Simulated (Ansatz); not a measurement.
Wurtzite InN

Computed with PBE-D3(BJ) in Ansatz (PAW).

Run with plane-wave cutoff 520 eV, 12×12×6 k mesh (along the axes of the cell as run), Fermi–Dirac smearing 0.01 eV, scalar-relativistic PAW data made under PBE.

Cell (relaxed at this level):

InN has the hexagonal space group P6₃mc (No. 186), the wurtzite structure, Pearson symbol hP4. Conventional cell: a = 3.555 Å, b = 3.555 Å, c = 5.747 Å, α = 90.00°, β = 90.00°, γ = 120.00°. In on 2b sees 4 N at 2.168–2.176 Å (tetrahedral). N on 2b has 4 In at 2.168–2.176 Å (tetrahedral). (Neighbours: up to the widest gap in distance over summed covalent radii, below 1.35, at either atom; cation-cation and far metal-metal contacts left out.)

```
Item                                         Result
------------------------------------------  -------
bulk modulus B0                             129 GPa
band gap                                       none
pressure derivative B′ of the bulk modulus      4.7
```

Measured, for comparison: band gap 0.77 eV (zero-point shift of 0.07 eV (the table's estimate, ZP (est)) added back here, E0, Γ; inputs from arXiv:2302.06325); bulk modulus 126 GPa (room temperature, not corrected to a static lattice; as tabulated in Phys. Rev. B 49, 14 (GaN and InN under pressure), abstract). Computed (rounded) less measured: bulk modulus +2 %. A static lattice is as a rule a little smaller and stiffer than an uncorrected measurement, which narrows the difference in the bulk modulus and would widen misses of the other sign.

Note: the gap of the solid is closed in this run; this level leaves the solid without a gap, although one is measured; the bulk modulus comes from volumes at which shape and atoms were relaxed.

Spin–orbit coupling is not included; it can open a gap where bands touch, and shift volumes and moduli.

Computed values are for the static lattice.

Ansatz is a quantum-chemistry and plane-wave program.
